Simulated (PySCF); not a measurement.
**Computed NMR parameters against published values**

Geometry (Å), atoms numbered from 1 in this order:
```xyz
14

C    -0.0051   -1.0619   -0.5138
C     1.1612   -0.1289   -0.1367
C     0.4965    0.9635    0.7112
N    -0.8792    1.0662    0.2433
C    -1.2653   -0.3153   -0.0229
H    -0.0388   -1.2316   -1.5919
H     0.0857   -2.0416   -0.0403
H     1.6035    0.3139   -1.0329
H     1.9616   -0.6460    0.3961
H     0.4783    0.6643    1.7654
H     1.0005    1.9300    0.6550
H    -0.8889    1.5855   -0.6277
H    -2.0939   -0.3520   -0.7319
H    -1.6207   -0.7579    0.9133
```

The experiment to reproduce: δ ¹³C C3/C5 46.9; C1/C2 25.6 ppm (measured; solution, C6D6, 298 K; Fulmer et al., Organometallics 2010, 29, 2176).
δ ¹³C C3/C5 46.8; C1/C2 25.6 ppm (measured; solution, C6D5Cl, 298 K; Fulmer et al., Organometallics 2010, 29, 2176).
δ ¹³C C3/C5 47.4; C1/C2 25.7 ppm (measured; solution, TFE-d3, 298 K; Fulmer et al., Organometallics 2010, 29, 2176).
δ ¹³C C3/C5 47.6; C1/C2 26.3; δ ¹H H10/H11/H13/H14 2.75; H6/H7/H8/H9 1.61 ppm (measured; solution, CD3CN, 298 K; Fulmer et al., Organometallics 2010, 29, 2176).

PySCF calculation with NMR shieldings at B97-2/pcSseg-2/GIAO and PBE0-D3(BJ)/def2-TZVP geometry; one conformer, relativity neglected, equivalent nuclei averaged, gas phase.

Task: Set the calculated values beside the experiment.

Result: 
Reference values: measured (solution, C6D6, 298 K; Fulmer et al., Organometallics 2010, 29, 2176).
| atoms | quantity | reference | computed | computed, scaled |
| --- | --- | --- | --- | --- |
| C3/C5 | δ ¹³C | 46.9 | 53.5 | 49.5 |
| C1/C2 | δ ¹³C | 25.6 | 29.3 | 26.2 |

Reference values: measured (solution, C6D5Cl, 298 K; Fulmer et al., Organometallics 2010, 29, 2176).
```json
{"atoms": "C3/C5", "quantity": "δ ¹³C", "reference": "46.8", "computed": "53.5", "computed, scaled": "49.5"}
{"atoms": "C1/C2", "quantity": "δ ¹³C", "reference": "25.6", "computed": "29.3", "computed, scaled": "26.2"}
```

Reference values: measured (solution, TFE-d3, 298 K; Fulmer et al., Organometallics 2010, 29, 2176).
| atoms | quantity | reference | computed | computed, scaled |
| --- | --- | --- | --- | --- |
| C3/C5 | δ ¹³C | 47.4 | 53.5 | 49.5 |
| C1/C2 | δ ¹³C | 25.7 | 29.3 | 26.2 |

Reference values: measured (solution, CD3CN, 298 K; Fulmer et al., Organometallics 2010, 29, 2176).
```tsv
atoms	quantity	reference	computed	computed, scaled
C3/C5	δ ¹³C	47.6	53.5	49.5
C1/C2	δ ¹³C	26.3	29.3	26.2
H10/H11/H13/H14	δ ¹H	2.75	2.83	2.80
H6/H7/H8/H9	δ ¹H	1.61	1.58	1.63
```

Computed shifts are σ(ref) − σ with the named reference compound (TMS for H and C) calculated as an isolated molecule at the same level. The measured values may be among those fitted. Empirical linear scaling, fitted to shifts measured mostly in CDCl3 for H and C (δ vs TMS): ¹H: δ = 29.81 − 0.938σ (rms 0.14 ppm, 293 shifts, 0.16 ppm with the 4 outliers that the fit left out); ¹³C: δ = 176.83 − 0.965σ (rms 2.0 ppm, 507 shifts, 2.1 ppm with the 1 outlier that the fit left out). Occasional misses reach two or three times the rms, and more in compound classes unlike the fitted ones. H not on carbon is unscaled (vs computed TMS).

Task: How far are the unscaled ¹³C shifts from the references?

Result: Mean signed difference +4.91 ppm, mean absolute 4.91 ppm over 8 comparisons; the largest is +6.7 ppm at C3/C5 (sp3 CH2 bonded to N).

Task: How far are the unscaled ¹H shifts from the references?

Result: Mean signed difference +0.03 ppm, mean absolute 0.06 ppm over 2 comparisons; the largest is +0.08 ppm at H10/H11/H13/H14 (hydrogen on an sp3 CH2 bonded to N).

10 of the 40 published NMR values on file for this molecule are compared. The rest: values from further sources, protons in aromatic solvents.
